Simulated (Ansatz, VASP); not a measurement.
## Ta6C in VASP and in Ansatz

```
CELL_PARAMETERS angstrom
4.69373 0.00000 0.00000
-2.34686 4.06489 0.00000
0.00000 0.00000 19.98819
ATOMIC_POSITIONS crystal
Ta 0.66667 0.33333 0.20012
Ta 0.33333 0.66667 0.24805
Ta 0.00000 0.00000 0.29599
Ta 0.66667 0.33333 0.34018
Ta 0.33333 0.66667 0.38197
Ta 0.00000 0.00000 0.42466
C 0.33333 0.66667 0.47681
```

Alike in both runs: functional PBE; k mesh 6 × 6 × 1; occupations gaussian, width 0.1 eV; no spin polarisation.

Ansatz relaxed the structure, and its values are those at the end. VASP's run is a single point on that final structure, the one shown.

```csv
,VASP,Ansatz
version,VASP 6.6.1,Ansatz 0.2.0
potentials or method,"VASP PAW PBE potentials, release 64 (Ta_pv, C)","scalar-relativistic, plane waves, PAW"
plane-wave cutoff (eV),520,420
valence electrons in the cell,70,82
```

```csv
,VASP,Ansatz,Ansatz less VASP
gap on the k mesh at the Fermi level (eV),none,none,-
rms of the force components (eV/Å),0.707,0.704,-0.0026
```

A gap of «none» marks a metal or a gap that the smearing closes. The two sets of potentials don't hold the same shells in valence.

The runs have no spin-orbit coupling, so splittings on Ta are missing.
